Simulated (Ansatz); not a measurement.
Results of PBE (PAW; Ansatz, a program for electronic structure) for tetradymite Sb2Te3.

Run with plane-wave cutoff 500 eV, 10×10×10 k mesh, Fermi–Dirac smearing 0.05 eV, scalar-relativistic PAW data made under PBE.

Computed at the level's own relaxed cell.

Task: What does this level give for the volume per atom, lattice constant a and lattice parameter c?

Result: 
volume per atom: 34.13 Å³/atom
lattice constant a: 4.337 Å
lattice parameter c: 31.426 Å

Measured, for comparison: lattice constant a 4.264 Å (302 K, no zero-point or thermal correction, our sources range from 4.256 to 4.264; as tabulated in Anderson, Krause, Acta Cryst. B 30, 1307 (1974), by the American Mineralogist …); lattice parameter c 30.458 Å (302 K, no zero-point or thermal correction, our sources range from 30.363 to 30.458; as tabulated in Anderson, Krause, Acta Cryst. B 30, 1307 (1974), by the American Mineralogist …). Computed (rounded) less measured: lattice constant a +1.7 % (+1.7 % to +1.9 % over the range), lattice parameter c +3.2 % (+3.2 % to +3.5 % over the range).

Note: the cell comes from a level without a dispersion term, which matters for the spacing of layers, chains or molecules.

Spin–orbit coupling is not included.

Static lattice: no zero-point or thermal effects.
